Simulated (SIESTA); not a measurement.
Crystal: TiO2.

```
Ti O
1.0
     4.59984    0.00000    0.00000
     0.00000    4.59984    0.00000
     0.00000    0.00000    2.95921
Ti O
2 4
Cartesian
  0.0000 0.0000 1.4796
  2.2999 2.2999 0.0000
  1.3998 1.3998 1.4796
  0.9001 3.6997 0.0000
  3.6997 0.9001 0.0000
  3.2000 3.2000 1.4796
```

The cell is a database's computed one.

Base run:

```yaml
Program: SIESTA 5.4.2
Functional: PBE
Potentials_or_basis: PseudoDojo 0.4 standard (PBE files)
Basis: DZ (energy shift 0.003 Ry; two zetas on semicore shells)
Grid_cutoff: 800 Ry
Energy_shift: 0.003 Ry
k_mesh: 6 × 6 × 9
Occupations: fermi-dirac, width 0.05 eV
Spin: no spin polarisation
```

Its results: band gap on the k mesh 1.74 eV, direct; pressure 7.0 GPa; largest force 0.129 eV/Å.

Question: The run is repeated on the same cell with these changes: basis from DZ (energy shift 0.003 Ry; two zetas on semicore shells) to SZ (energy shift 0.002 Ry); energy shift from 0.003 Ry to 0.002 Ry. What comes out?

Answer: Band gap on the k mesh 1.34 eV, direct; pressure 1.9 GPa; largest force 0.130 eV/Å.

Caveats: the basis has no polarisation orbitals; the basis of atomic orbitals isn't converged, which shifts pressures, moduli and gaps.

Not every run made on this cell is shown here.
